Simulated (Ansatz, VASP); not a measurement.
Two plane-wave programs on InP

POSCAR

```
InP
1.0
    0.0000000000      2.9059362773      2.9537876370
    2.9059362773      0.0000000000      2.9537876370
    2.9059362773      2.9059362773      0.0000000000
In P
1 1
Direct
    0.0000000000      0.0000000000      0.0000000000
    0.2500000000      0.2500000000      0.2500000000
```

File INCAR.step1:

```
SYSTEM = InP
ALGO = Normal
EDIFF = 1E-4
ENCUT = 520
GGA = PE
ISMEAR = 0
LASPH = .TRUE.
LCHARG = .FALSE.
LREAL = .FALSE.
LWAVE = .TRUE.
NBANDS = 16
NELM = 60
PREC = Accurate
SIGMA = 0.01
```

INCAR.step2

```
SYSTEM = InP
ALGO = Normal
EDIFF = 1E-6
ENCUT = 520
ISIF = 2
ISMEAR = 0
ISTART = 1
LASPH = .TRUE.
LCHARG = .FALSE.
LMIXTAU = .TRUE.
LREAL = .FALSE.
LWAVE = .FALSE.
METAGGA = R2SCAN
NBANDS = 16
NELM = 60
PREC = Accurate
SIGMA = 0.01
```

The input KPOINTS:

```
k-points
0
G
  8 8 8
  0 0 0
```

Input for Ansatz:

```yaml
crystal:
  lattice:
    - [0.0, 2.9059362773, 2.953787637]
    - [2.9059362773, 0.0, 2.953787637]
    - [2.9059362773, 2.9059362773, 0.0]
  atoms:
    - { symbol: In, position: [0.0, 0.0, 0.0] }
    - { symbol: P, position: [0.25, 0.25, 0.25] }
kpoints:
  mp_grid: { grid: [8, 8, 8] }
  band_path:
    path:
      - [0.0, 0.0, 0.0]
      - [-0.5, -0.5, 0.0]
      - [-0.375, -0.375, 0.25]
      - [-0.375, 0.0, 0.375]
      - [0.0, 0.0, 0.5]
      - [-0.5, -0.25, 0.25]
    npoints: 1
hamiltonian:
  xc: r2scan
scf:
  occupations: { method: fixed }
  n_extra_bands: 4
output:
  forces: true
  stress: true
  eigenvalues: true
```

Change from the starting cell: biaxial_xy strain -1.6%.

Alike in both runs: task single point; functional r2SCAN; k mesh 8 × 8 × 8; no spin polarisation.

|  | VASP | Ansatz |
| --- | --- | --- |
| version | VASP 6.6.1 | Ansatz 0.2.0 |
| potentials or method | VASP PAW PBE potentials, release 64 (In_d, P) | plane waves, PAW |
| plane-wave cutoff (eV) | 520 | 500 |
| occupations | gaussian, width 0.01 eV | fixed |
| valence electrons in the cell | 18 | 18 |

Ansatz gave:

| Quantity | Value |
| --- | --- |
| gap on the k mesh at the Fermi level (eV) | 1.19 |
| pressure (GPa) | 2.4 |
| largest component of the traceless stress (GPa) | 0.49 |

Q: Estimate VASP's values.

A: gap on the k mesh at the Fermi level (eV): 1.19; pressure (GPa): 2.3; largest component of the traceless stress (GPa): 0.50.

Caveats: the PAW data sets were made with another functional, which shifts forces and pressure a little (VASP); spin-orbit coupling is left out, which moves the levels of the heavy elements.
